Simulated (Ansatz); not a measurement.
# W(100) with 4 layers of random W-V, 2x2: scattering by chemical disorder

How strongly does chemical disorder scatter in W(100) with 4 layers of random W-V, 2x2?

Main program and level: Ansatz 0.2.0; Ansatz plane-wave DFT, PBE, PAW files; ballistic transport by layer matching (Landauer), zero bias; PAW set soft_1.

Report form: the programs' logs are mostly left out.

## Step 1: The starting structure

The cell holds 56 atoms: 54 W and 2 V. Cell: a = 6.330 Å, b = 6.330 Å, c = 22.154 Å, α = 90.0°, β = 90.0°, γ = 90.0°. It derives from W. Regions: lead, 40 atoms (40 W); scattering region, 16 atoms (14 W and 2 V). The structure is stacked along c, and the current runs across the ab planes.

## Step 2: With 4 alloy layers

In 4 layers a share of 0.125 of the sites is given to V at random. The layers about the cell's end stay perfect and serve as the lead. Energies from -0.05 to 0.05 eV in steps of 0.05 eV are too few for the program's thermal sum, so it prints no conductance; for a metal the transmission near the Fermi level serves, at a fraction of the cost.

Contents of input.yaml:

```yaml
crystal:
  lattice:
    - [6.3296, 0.0, 0.0]
    - [0.0, 6.3296, 0.0]
    - [0.0, 0.0, 22.1536]
  atoms:
    - { symbol: W, position: [0.0, 0.0, 0.0357142857] }
    - { symbol: W, position: [0.0, 0.5, 0.0357142857] }
    - { symbol: W, position: [0.5, 0.0, 0.0357142857] }
    - { symbol: W, position: [0.5, 0.5, 0.0357142857] }
    - { symbol: W, position: [0.25, 0.25, 0.1071428571] }
    - { symbol: W, position: [0.25, 0.75, 0.1071428571] }
    - { symbol: W, position: [0.75, 0.25, 0.1071428571] }
    - { symbol: W, position: [0.75, 0.75, 0.1071428571] }
[... 44 atom lines left out ...]
    - { symbol: W, position: [0.25, 0.25, 0.9642857143] }
    - { symbol: W, position: [0.25, 0.75, 0.9642857143] }
    - { symbol: W, position: [0.75, 0.25, 0.9642857143] }
    - { symbol: W, position: [0.75, 0.75, 0.9642857143] }
kpoints:
  mp_grid: { grid: [4, 4, 1] }
hamiltonian:
  xc: pbe
  pseudopotentials: { kind: paw, azcp: { folder: soft_1 } }
scf:
  occupations: { method: fermi_dirac, width: 0.1 }
output:
  transmission: { leads: [[0, 4]], kmesh: [8, 8], e_range: [-0.05, 0.05], de: 0.05 }
  write_potential: true
  write_density: true
  volumetric_format: npy
```

Launch:

```console
ansatz run input.yaml --threads 4 --pin off --max-ram 15360MiB --backend cpu --events-out ev --progress --plain --runs-dir out
```

Wall time 6.8 min (4 threads of Arm Neoverse V1, shared host); peak memory 7.6 GiB.

This run has no spin polarisation, although V can carry a moment.

Numbers from this step:

- free energy: -566665.6418 eV
- energy at zero smearing: -566665.2295 eV
- Fermi energy: 22.14 eV
- cell area: 40.06 Å²
- transmission per spin nearest the Fermi level: 4.483
- open channels per spin nearest the Fermi level: 5.781
- step of the lead's potential: 2.3 meV

Per spin. The transmission, zone mean by energy, zero at the Fermi level:

| energy (eV) | transmission, zone mean |
| --- | --- |
| -0.0500 | 4.40 |
| 0.0000 | 4.48 |
| 0.0500 | 4.46 |

Per spin. The open channels, zone mean, lead by energy, zero at the Fermi level:

| energy (eV) | open channels, zone mean, lead |
| --- | --- |
| -0.0500 | 5.28 |
| 0.0000 | 5.78 |
| 0.0500 | 5.53 |

Transmission over k1 and k2. At 0.0000 eV from the Fermi level.

Ten even steps from '0' (0.0) to '9' (13.6):
```
00123210
11134311
22389832
33499943
22389832
11134311
00123210
00123210
```
Columns: k1 (b1) from -0.5 to 0.375; rows upwards: k2 (b2) from -0.5 to 0.375.

Open channels over k1 and k2. At 0.0000 eV from the Fermi level.

Ten even steps from '0' (0.0) to '9' (14.0):
```
10225220
12257522
22599952
55799975
22599952
12257522
10225220
01125211
```
Columns: k1 (b1) from -0.5 to 0.375; rows upwards: k2 (b2) from -0.5 to 0.375.

Over the solved energies the transmission per spin lies between 4.40 and 4.48, out of 5.53 channels of the lead on average (up to 5.78).

## Step 3: With 8 alloy layers

In 8 layers a share of 0.125 of the sites is given to V at random. A fresh draw is used; the growth of the resistance with length is what counts.

System of this step: W(100) with 8 layers of random W-V, 2x2. The cell holds 72 atoms: 68 W and 4 V. Its edges and angles: a = 6.330 Å, b = 6.330 Å, c = 28.483 Å, α = 90.0°, β = 90.0°, γ = 90.0°. It derives from W. Regions: lead, 40 atoms (40 W); scattering region, 32 atoms (28 W and 4 V). The structure is stacked along c, and the current runs across the ab planes.

Contents of input.yaml:

```yaml
crystal:
  lattice:
    - [6.3296, 0.0, 0.0]
    - [0.0, 6.3296, 0.0]
    - [0.0, 0.0, 28.4832]
  atoms:
    - { symbol: W, position: [0.0, 0.0, 0.0277777778] }
    - { symbol: W, position: [0.0, 0.5, 0.0277777778] }
    - { symbol: W, position: [0.5, 0.0, 0.0277777778] }
    - { symbol: W, position: [0.5, 0.5, 0.0277777778] }
    - { symbol: W, position: [0.25, 0.25, 0.0833333333] }
    - { symbol: W, position: [0.25, 0.75, 0.0833333333] }
    - { symbol: W, position: [0.75, 0.25, 0.0833333333] }
    - { symbol: W, position: [0.75, 0.75, 0.0833333333] }
[... 60 atom lines left out ...]
    - { symbol: W, position: [0.25, 0.25, 0.9722222222] }
    - { symbol: W, position: [0.25, 0.75, 0.9722222222] }
    - { symbol: W, position: [0.75, 0.25, 0.9722222222] }
    - { symbol: W, position: [0.75, 0.75, 0.9722222222] }
kpoints:
  mp_grid: { grid: [4, 4, 1] }
hamiltonian:
  xc: pbe
  pseudopotentials: { kind: paw, azcp: { folder: soft_1 } }
scf:
  occupations: { method: fermi_dirac, width: 0.1 }
output:
  transmission: { leads: [[0, 4]], kmesh: [8, 8], e_range: [-0.05, 0.05], de: 0.05 }
  write_potential: true
  write_density: true
  volumetric_format: npy
```

Elapsed: 26 min, on 4 threads; peak memory 7.9 GiB; 87 min of CPU time.

This step gave:

```
free energy                                    : -717894.1786 eV
energy at zero smearing                        : -717893.6427 eV
Fermi energy                                   : 21.89 eV
transmission per spin nearest the Fermi level  : 4.046
open channels per spin nearest the Fermi level : 5.281
step of the lead's potential                   : 5.5 meV
```

Per spin. Transmission, zone mean against energy, zero at the Fermi level:

| energy (eV) | transmission, zone mean |
| --- | --- |
| -0.0500 | 4.07 |
| 0.0000 | 4.05 |
| 0.0500 | 4.00 |

Over the solved energies the transmission per spin lies between 4.00 and 4.07, out of 5.32 channels of the lead on average (up to 5.78).

## Step 4: With 12 alloy layers

In 12 layers a share of 0.125 of the sites is given to V at random. A fresh draw is used; the growth of the resistance with length is what counts.

System of this step: W(100) with 12 layers of random W-V, 2x2. The cell holds 88 atoms: 82 W and 6 V. Cell: a = 6.330 Å, b = 6.330 Å, c = 34.813 Å, α = 90.0°, β = 90.0°, γ = 90.0°. It derives from W. Regions: lead, 40 atoms (40 W); scattering region, 48 atoms (42 W and 6 V). The structure is stacked along c, and the current runs across the ab planes.

Contents of input.yaml:

```yaml
crystal:
  lattice:
    - [6.3296, 0.0, 0.0]
    - [0.0, 6.3296, 0.0]
    - [0.0, 0.0, 34.8128]
  atoms:
    - { symbol: W, position: [0.0, 0.0, 0.0227272727] }
    - { symbol: W, position: [0.0, 0.5, 0.0227272727] }
    - { symbol: W, position: [0.5, 0.0, 0.0227272727] }
    - { symbol: W, position: [0.5, 0.5, 0.0227272727] }
    - { symbol: W, position: [0.25, 0.25, 0.0681818182] }
    - { symbol: W, position: [0.25, 0.75, 0.0681818182] }
    - { symbol: W, position: [0.75, 0.25, 0.0681818182] }
    - { symbol: W, position: [0.75, 0.75, 0.0681818182] }
[... 76 atom lines left out ...]
    - { symbol: W, position: [0.25, 0.25, 0.9772727273] }
    - { symbol: W, position: [0.25, 0.75, 0.9772727273] }
    - { symbol: W, position: [0.75, 0.25, 0.9772727273] }
    - { symbol: W, position: [0.75, 0.75, 0.9772727273] }
kpoints:
  mp_grid: { grid: [4, 4, 1] }
hamiltonian:
  xc: pbe
  pseudopotentials: { kind: paw, azcp: { folder: soft_1 } }
scf:
  occupations: { method: fermi_dirac, width: 0.1 }
output:
  transmission: { leads: [[0, 4]], kmesh: [8, 8], e_range: [-0.05, 0.05], de: 0.05 }
  write_potential: true
  write_density: true
  volumetric_format: npy
```

It took 33 min on 4 threads; peak memory 8.4 GiB.

Numbers from this step:

* free energy: -869122.2692 eV
* energy at zero smearing: -869121.5663 eV
* Fermi energy: 21.77 eV
* transmission per spin nearest the Fermi level: 3.588
* step of the lead's potential: 1.2 meV

Per spin. Transmission, zone mean against energy, zero at the Fermi level:

| energy (eV) | transmission, zone mean |
| --- | --- |
| -0.0500 | 3.46 |
| 0.0000 | 3.59 |
| 0.0500 | 3.55 |

Over the solved energies the transmission per spin lies between 3.46 and 3.59, out of 5.36 channels of the lead on average (up to 5.78).

## Step 5: The fit

This step: Ansatz plane-wave DFT, PBE, PAW files; ballistic transport by layer matching (Landauer), zero bias; residual resistivity from the slope of the area resistance, atoms on the host's lattice; PAW set soft_1 (Ansatz 0.2.0).

Numbers from this step:

| Quantity | Value |
| --- | --- |
| resistivity | 21.46 µΩ cm |
| intercept | 0.07400 fΩ m² |
| scatter about the fit | 0.02610 fΩ m² |

Resistance, by row:

| run | length (Å) | T | channels N | RA (fΩ m²) |
| --- | --- | --- | --- | --- |
| n4 | 6.33 | 4.446 | 5.531 | 0.2283 |
| n8 | 12.66 | 4.039 | 5.323 | 0.3088 |
| n12 | 18.99 | 3.532 | 5.365 | 0.5 |

Table of area resistance by length of the alloy:

| length of the alloy (Å) | area resistance (fΩ m²) |
| --- | --- |
| 6.33 | 0.228 |
| 12.66 | 0.309 |
| 18.99 | 0.500 |

The area resistance goes from 0.23 to 0.50 fΩ m² between 6.3 and 19.0 Å, a slope of 21 µΩ cm.

By hand from the end points: (0.5000 − 0.2283) fΩ m² / (18.99 − 6.33) Å = 21 µΩ cm, since 1 fΩ m² per Å is 1000 µΩ cm.

## Step 6: Summary of results

| Item | Value |
| --- | --- |
| resistivity from the slope | 21.5 µΩ cm |
| area resistance over 6.33 Å | 0.228 fΩ m² |
| area resistance over 12.7 Å | 0.309 fΩ m² |
| area resistance over 19.0 Å | 0.500 fΩ m² |

**Reading.** The slope gives 21 µΩ cm. The points scatter by 0.026 fΩ m² about the line, with one random draw a length in a 2x2 cell, so the slope is a rough value. The lead's own channel count moves between the runs (5.53, 5.32 and 5.36), which shifts RA and the slope too. Read with a model of isotropic scattering on a spherical Fermi surface and the lead's 1.1×10¹⁵ S/m², this slope means a mean free path near 35 Å; over these lengths the model's slope is 1.08 times its bulk resistivity, which would be 20 µΩ cm. The draw over the shortest length came out nearly ordered, with 32 symmetry operations, so that point is a poor sample of a random alloy. The atoms sit on the host's lattice, so scattering by size misfit is left out. Spin-orbit coupling is left out, which matters for W.

[Logs are printed without paths, hosts, clocks, repeated set-up lines and the standing remarks that a program may print on its own settings, such as how far it seeks lower states.]

[Hosts, paths, dates, database ids (printed as entryN), source tags and the programs' standing remarks are cut or masked in the printed files.]
